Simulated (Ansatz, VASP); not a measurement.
## One calculation of TiO2, two programs

```
Ti O
1.0
     4.59984    0.00000    0.00000
     0.00000    4.59984    0.00000
     0.00000    0.00000    2.95921
Ti O
2 4
Cartesian
  0.0000 0.0000 1.4796
  2.2999 2.2999 0.0000
  1.3998 1.3998 1.4796
  0.9001 3.6997 0.0000
  3.6997 0.9001 0.0000
  3.2000 3.2000 1.4796
```

The cell is a database's computed one.

Alike in both runs: task relaxation of cell and atoms; functional BLYP; k mesh 6 × 6 × 9; occupations fermi-dirac, width 0.05 eV; no spin polarisation.

|  | VASP | Ansatz |
| --- | --- | --- |
| version | VASP 6.6.1 | Ansatz 0.2.0 |
| potentials or method | VASP PAW PBE potentials, release 64 (Ti_sv, O) | Ansatz PAW |
| plane-wave cutoff (eV) | 600 | 420 |
| valence electrons in the cell | 48 | 48 |

Ansatz gave:

- gap on the k mesh at the Fermi level, each at its own relaxed structure (eV): 1.81
- relaxed volume (Å³/atom): 10.92
- relaxed cell length with the largest relative difference (Å): 2.985
- energy change over the relaxation (meV/atom): -14

Question: Which values does VASP return?

Answer: gap on the k mesh at the Fermi level, each at its own relaxed structure (eV): 1.77; relaxed volume (Å³/atom): 10.95; relaxed cell length with the largest relative difference (Å): 2.990; energy change over the relaxation (meV/atom): -16.

Caveats: the PAW data sets were made with another functional, which shifts forces and pressure a little (VASP); an odd mesh through Γ misses points on the zone boundary, where band edges often lie (VASP); odd divisions of the mesh miss points on the zone boundary, where band edges often lie, so the gap on the mesh can be too wide (Ansatz); the plane-wave basis is chosen anew once the cell has moved, so the energies of steps on either side of that aren't comparable (Ansatz); the pressure holds a Pulay correction of +0.9 GPa for the finite cutoff (Ansatz); the PAW data sets come from PBE, with cores solved anew for the run's functional, which leaves a small shift of forces and pressure (Ansatz). A hybrid or GW would open this gap; BLYP tends to underestimate it.
